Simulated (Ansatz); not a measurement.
# Mg: stress in a strained cell

Mg is deformed so: zz strain of +1 %. What stress and forces result, by LAPW, PAW and all-electron datasets made for the crystal?

Computed with Ansatz 0.2.0 (DFT PBE, scalar-relativistic, unless a step's input says otherwise).

## 1. The structure to begin with

The structure is cubic, space group Fm-3m (No. 225). Conventional cell: a = 4.489 Å, b = 4.489 Å, c = 4.489 Å, α = 90.00°, β = 90.00°, γ = 90.00°. Around Mg (site symmetry m-3m) lie 12 Mg at 3.17 Å.

Coordinates:

```cif
data_structure
_symmetry_space_group_name_H-M 'P 1'
_symmetry_Int_Tables_number 1
_cell_length_a 3.1739
_cell_length_b 3.1739
_cell_length_c 3.1739
_cell_angle_alpha 60.000
_cell_angle_beta 60.000
_cell_angle_gamma 60.000
_cell_volume 22.61
loop_
_atom_site_label
_atom_site_type_symbol
_atom_site_fract_x
_atom_site_fract_y
_atom_site_fract_z
_atom_site_occupancy
Mg1 Mg 0.00000 0.00000 0.00000 1
```

## 2. The deformed structure

Space group Fm-3m before, I4/mmm after.

## 3. All-electron LAPW

Input file input.yaml:

```yaml
crystal:
  lattice:
    - [0.0, 2.244256, 2.26669856]
    - [2.244256, 0.0, 2.26669856]
    - [2.244256, 2.244256, 0.0]
  atoms:
    - { symbol: Mg, position: [0.0, 0.0, 0.0] }
kpoints:
  mp_grid: { grid: [16, 16, 16] }
  band_path:
    path:
      - [0.0, 0.0, 0.0]
      - [0.0, 0.5, 0.5]
      - [0.25, 0.75, 0.5]
      - [0.0, 0.5, 0.0]
      - [0.0, 0.0, 0.0]
      - [0.5, 0.5, 0.0]
      - [0.3725370062, 0.6274629938, 0.0]
      - [-0.3725370062, 0.3725370062, 0.0]
      - [0.0, 0.0, 0.0]
    npoints: 5
scf:
  occupations: { method: fermi_dirac, width: 0.03 }
hamiltonian:
  xc: pbe
  pseudopotentials: { kind: all_electron, lapw: { basis_error: 0.001 } }
output:
  forces: true
  stress: true
  eigenvalues: true
```

Run with:

```sh
> ansatz run input.yaml --threads 1 --pin off --max-ram 3072MiB --backend cpu --events-out ev --progress --plain --runs-dir out
```

## 4. Frozen-core PAW

Input file input.yaml:

```yaml
crystal:
  lattice:
    - [0.0, 2.244256, 2.26669856]
    - [2.244256, 0.0, 2.26669856]
    - [2.244256, 2.244256, 0.0]
  atoms:
    - { symbol: Mg, position: [0.0, 0.0, 0.0] }
kpoints:
  mp_grid: { grid: [16, 16, 16] }
scf:
  occupations: { method: fermi_dirac, width: 0.03 }
hamiltonian:
  xc: pbe
  pseudopotentials: { kind: paw }
output:
  forces: true
  stress: true
  eigenvalues: true
  efg: { contact_densities: true }
  write_density: true
  write_potential: true
  elf: true
  volumetric_format: npy
```

## 5. Datasets made for this crystal

input.yaml, as its differences from that of step 4:

```diff
@@ -13,3 +13,3 @@
   xc: pbe
-  pseudopotentials: { kind: paw }
+  pseudopotentials: { kind: all_electron, datasets: crystal }
 output:
@@ -19,5 +19 @@
   efg: { contact_densities: true }
-  write_density: true
-  write_potential: true
-  elf: true
-  volumetric_format: npy
```

(Steps that only read results are left out.)

**Question.** What will these runs give? Wanted: pressure; largest shear or deviatoric stress.

**Answer**, as computed:

| quantity | value |
| --- | --- |
| pressure | LAPW 0.44, PAW 0.46, crystal datasets 0.44 GPa |
| largest shear or deviatoric stress (LAPW) | 0.12 GPa |

In words: The largest part of the stress beyond the pressure is 0.12 GPa in size, in the zz component. No run of the undeformed cell stands beside it, so the pressure holds what the given cell had before the change. PAW: stress within 0.02 GPa of LAPW. Crystal datasets: stress within 0.01 GPa of LAPW.
